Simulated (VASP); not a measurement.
Here is a VASP 6.6.1 calculation.

The input POSCAR:

```
SiC
1.0
    0.0000000000      2.0126571954      2.0126571954
    2.0126571954      0.0000000000      2.0126571954
    2.0126571954      2.0126571954      0.0000000000
Si C
1 1
Direct
    0.0000000000      0.0000000000      0.0000000000
    0.5000000000      0.5000000000      0.5000000000
```

Contents of INCAR.step1:

```
SYSTEM = SiC
ALGO = Normal
EDIFF = 1E-4
ENCUT = 600
GGA = PE
ISMEAR = 0
LASPH = .True.
LCHARG = .False.
LREAL = .False.
LWAVE = .True.
NELM = 100
PREC = Accurate
SIGMA = 0.1
```

File INCAR.step2:

```
SYSTEM = SiC
ALGO = Normal
EDIFF = 1E-7
EDIFFG = -0.005
ENCUT = 600
IBRION = 2
ISIF = 3
ISMEAR = 0
ISTART = 1
LASPH = .True.
LCHARG = .False.
LMIXTAU = .True.
LREAL = .False.
LWAVE = .False.
METAGGA = R2SCAN
NELM = 100
NSW = 100
PREC = Accurate
SIGMA = 0.1
```

The input KPOINTS:

```
k-points
0
Gamma
  18 18 18
  0 0 0
```

Potentials or basis: VASP PAW PBE potentials, release 64 (Si, C).

The run is started by

```console
$ cat potpaw_PBE.64/Si/POTCAR potpaw_PBE.64/C/POTCAR > POTCAR
$ cp INCAR.step1 INCAR
$ mpirun -np 1 vasp_std > vasp.out
$ cp INCAR.step2 INCAR
$ mpirun -np 1 vasp_std > vasp.out
```

Problem. Predict the space group after relaxing (to 0.05 Å).

Solution. Fm-3m (No. 225).

Problem. Predict the band gap on the k mesh.

Solution. None (metal or under the smearing width).

Problem. What does it give for the relaxed volume?

Solution. 8.16 Å³/atom.

Problem. Estimate the relaxed cell.

Solution. a = 2.847 Å, b = 2.847 Å, c = 2.847 Å, α = 60.00°, β = 60.00°, γ = 60.00°.

Final structure:
```
Si C
1.0
     0.00000    2.01343    2.01343
     2.01343    0.00000    2.01343
     2.01343    2.01343    0.00000
Si C
1 1
Direct
  0.00000 0.00000 0.00000
  0.50000 0.50000 0.50000
```

Caveat: the PAW data sets were made with another functional, which shifts forces and pressure a little.
